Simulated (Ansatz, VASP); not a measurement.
Given: the input of a run of VASP 6.6.1 on WC (Qusongite). 

Contents of INCAR:

```
SYSTEM = WC
  PREC = Accurate
  ENCUT = 680
  EDIFF = 1E-6
  ISMEAR = -1
  SIGMA = 0.05
  LREAL = .False.
  LASPH = .True.
  NELM = 100
  ALGO = Normal
  ISIF = 3
  LWAVE = .False.
  LCHARG = .False.
  GGA = PE
  IBRION = 2
  NSW = 60
  EDIFFG = -0.005
```

KPOINTS

```
Automatic mesh
0
Gamma
  10 10 9
  0 0 0
```

Contents of POSCAR:

```
WC
1.0
    2.9065000000      0.0000000000      0.0000000000
   -1.4532500000      2.5171028361      0.0000000000
    0.0000000000      0.0000000000      2.8366000000
W C
1 1
Direct
    0.0000000000      0.0000000000      0.0000000000
    0.6666666667      0.3333333333      0.5000000000
```

Potentials or basis: VASP PAW PBE potentials, release 64 (W_sv_GW, C_GW).

The run is started by

```console
$ cat potpaw_PBE.64/W_sv_GW/POTCAR potpaw_PBE.64/C_GW/POTCAR > POTCAR
$ mpirun -np 1 vasp_std > vasp.out
```

Set up the same calculation for Ansatz 0.2.0. Potentials or basis there: Ansatz PAW, cutoff 420 eV.

As run (cutoffs and basis follow the program's own potentials, and thresholds, step limits or extra output files can differ):

Contents of input.yaml:

```yaml
crystal:
  lattice:
    - [2.9065, 0.0, 0.0]
    - [-1.45325, 2.5171028361, 0.0]
    - [0.0, 0.0, 2.8366]
  atoms:
    - { symbol: W, position: [0.0, 0.0, 0.0] }
    - { symbol: C, position: [0.6666666667, 0.3333333333, 0.5] }
hamiltonian:
  xc: pbe
  pseudopotentials: { kind: paw }
kpoints:
  mp_grid: { grid: [10, 10, 9] }
scf:
  occupations: { method: fermi_dirac, width: 0.05 }
output:
  forces: true
  stress: true
relax:
  f_tol: 0.01
  max_steps: 40
  cell: { stress_tol: 0.05 }
```

Potentials or basis: Ansatz PAW.

Run with:

```console
$ ansatz run input.yaml --threads 2 --pin off --max-ram 5632MiB --backend cpu --events-out ev --progress --plain --runs-dir out
```

Both were run:

|  | VASP | Ansatz |
| --- | --- | --- |
| Relaxed volume | 10.52 Å³/atom | 10.52 Å³/atom |
| Relaxed cell | a = 2.922 Å, b = 2.922 Å, c = 2.845 Å, α = 90.00°, β = 90.00°, γ = 120.00° | a = 2.923 Å, b = 2.923 Å, c = 2.846 Å, α = 90.00°, β = 90.00°, γ = 120.00° |
| Space group after relaxing | P-6m2 (No. 187) | P-6m2 (No. 187) |
| Pressure after relaxing | 0.0 GPa | 0.0 GPa |

Ansatz's pressure holds a Pulay term of +0.31 GPa for its cutoff of 420 eV, which the other run lacks.

Where Ansatz's input types no cutoff or centring, it takes its own default and a Γ-centred mesh.

Pressure is positive in compression.
